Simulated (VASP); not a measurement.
Wanted: the native input for a VASP 6.6.1 run.

```
Task                   : relaxation of cell and atoms
Functional             : PBE
Potentials or basis    : VASP PAW PBE potentials, release 64 (Zn, O)
Cutoff                 : 600 eV
k mesh                 : 9 × 9 × 5
Occupations            : gaussian, width 0.03 eV
Spin                   : no spin polarisation
Further INCAR settings : ALGO = Normal; EDIFF = 1e-07; IBRION = 2; EDIFFG = -0.005; NSW = 90; ISIF = 3
```

The structure of ZnO (zincite) lies in POSCAR:

```
ZnO                                     
1.0
    3.2863600051      0.0000000000     -0.0000000000
   -1.6431800026      2.8460712504      0.0000000000
    0.0000000000      0.0000000000      5.2998172768
  Zn              O             
     2     2
Direct
     0.3333333332999970    0.6666666667000030    0.4998171835816887
     0.6666666667000030    0.3333333332999970    0.9998171835816887
     0.6666666667000030    0.3333333332999970    0.3791928164183123
     0.3333333332999970    0.6666666667000030    0.8791928164183123
```

The input as run:

INCAR

```
SYSTEM = ZnO
PREC = Accurate ; ENCUT = 600
EDIFF = 1E-7 ; ISMEAR = 0
SIGMA = 0.03 ; LREAL = .FALSE.
LASPH = .TRUE. ; NELM = 80
ALGO = Normal ; ISIF = 3
LWAVE = .FALSE. ; LCHARG = .FALSE.
GGA = PE ; IBRION = 2
NSW = 90 ; EDIFFG = -0.005
```

KPOINTS

```
regular mesh
0
G
  9 9 5
  0 0 0
```

Potentials or basis: VASP PAW PBE potentials, release 64 (Zn, O).

Command:

```bash
$ cat potpaw_PBE.64/Zn/POTCAR potpaw_PBE.64/O/POTCAR > POTCAR
$ mpirun -np 1 vasp_std > vasp.out
```

It gave:

```yaml
Relaxed_volume: 12.39 Å³/atom
Relaxed_cell: a = 3.287 Å, b = 3.287 Å, c = 5.300 Å, α = 90.00°, β = 90.00°, γ = 120.00°
Space_group_after_relaxing_to_0.05_Å: P6_3mc (No. 186)
Energy_gained_by_relaxing: 0.0 meV/atom
Ionic_steps: 3
Pressure_after_relaxing: 0.0 GPa
Band_gap_on_the_k_mesh: 0.72 eV, direct
```

It took 75 s on 1 thread of Intel(R) Xeon(R) Platinum 8375C CPU @ 2.90GHz (Ice Lake), on a shared host, peak memory 0.2 GiB.
